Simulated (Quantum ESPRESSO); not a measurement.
# KTaO3 in Quantum ESPRESSO: the effect of functional

KTaO3:

```
Ta K O
1.0
     3.98830    0.00000    0.00000
     0.00000    3.98830    0.00000
     0.00000    0.00000    3.98830
Ta K O
1 1 3
Direct
  0.00000 0.00000 0.00000
  0.50000 0.50000 0.50000
  0.00000 0.00000 0.50000
  0.00000 0.50000 0.00000
  0.50000 0.00000 0.00000
```

Alike in all runs:

```yaml
Program: Quantum ESPRESSO 7.5
Task: phonons
Cutoff: 762 eV
Density_cutoff: 6095 eV
k_mesh: 4 × 4 × 4, shifted
Occupations: fermi-dirac, width 0.05 eV
Spin: no spin polarisation
```

Each run relaxes the cell or the atoms first.

```csv
functional,potentials or basis,relaxed volume (Å³/atom),dielectric constant (mean),highest phonon frequency (cm⁻¹)
LDA,GBRV 1.5 LDA,12.38,5.23,565
revPBE,GBRV 1.5 PBE,13.25,5.16,496
PW91,GBRV 1.5 PBE,?,?,?
RPBE,GBRV 1.5 PBE,13.32,5.15,490
vdW-DF-cx,GBRV 1.5 PBE,12.76,5.21,538
```

Task: What does the run with functional PW91 give?

Result: Relaxed volume 13.03 Å³/atom; dielectric constant 5.18 mean; highest phonon frequency 515 cm⁻¹.

Caveats: the potentials were made for another functional, which shifts forces and pressure (some runs); some modes are imaginary (some runs).

Runs at the PBE level aren't shown here.
